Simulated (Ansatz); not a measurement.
# P: the cost of one run

Computed with Ansatz 0.2.0 (DFT PBE+D3(BJ), scalar-relativistic, plane waves, PAW, unless a step's input says otherwise).

2 further runs of the same task are left out: 1 that didn't finish, 1 set aside as unsound or not needed.

### Step 1. The structure to begin with

Symmetry: P-3m1, No. 164, trigonal system. The conventional cell has a = 3.380 Å, b = 3.380 Å, c = 20.000 Å, α = 90.00°, β = 90.00°, γ = 120.00°. Around P (site symmetry 3m) lie 3 P at 2.26 Å.

Structure file:

```xyz
4
Lattice="3.3804 0.0000 0.0000 -1.6902 2.9275 0.0000 0.0000 0.0000 20.0000" Properties=species:S:1:pos:R:3 pbc="T T F"
P     1.6902    0.9758    8.4250
P     0.0000    1.9517    7.2802
P     1.6902    0.9758   11.5750
P     0.0000    0.0000   12.7198
```

A structure generator made this guess: sheets of the As type as a bilayer. The dimensions are guesses.

It is a sheet, periodic along a and b, with vacuum along c; volumes and pressures of the box carry no meaning, and space groups named for it are those of the box.

### Step 2. The guess as it stands, on a coarse mesh

Input file input.yaml:

```yaml
crystal:
  lattice:
    - [3.38038986, 0.0, 0.0]
    - [-1.69019448, 2.92750382, 0.0]
    - [0.0, 0.0, 20.0]
  atoms:
    - { symbol: P, position: [0.66666667, 0.33333333, 0.42125] }
    - { symbol: P, position: [0.33333333, 0.66666667, 0.36401207] }
    - { symbol: P, position: [0.66666667, 0.33333333, 0.57875] }
    - { symbol: P, position: [0.0, 0.0, 0.63598793] }
  periodic: [true, true, false]
basis:
  ecutwfc: 420
kpoints:
  mp_grid: { grid: [6, 6, 1] }
hamiltonian:
  xc: pbe
  dispersion: d3bj
scf:
  occupations: { method: gaussian, width: 0.1 }
  lower_state_search: "off"
output:
  forces: true
  stress: true
  eigenvalues: true
```

Run with:

```bash
ansatz run input.yaml --threads 1 --pin off --max-ram 2048MiB --backend cpu --events-out ev --progress --plain --runs-dir out
```

What time and memory should one allow on 1 thread of Arm Neoverse V1, shared host?

About 2.7 s, with a peak of 0.43 GiB.
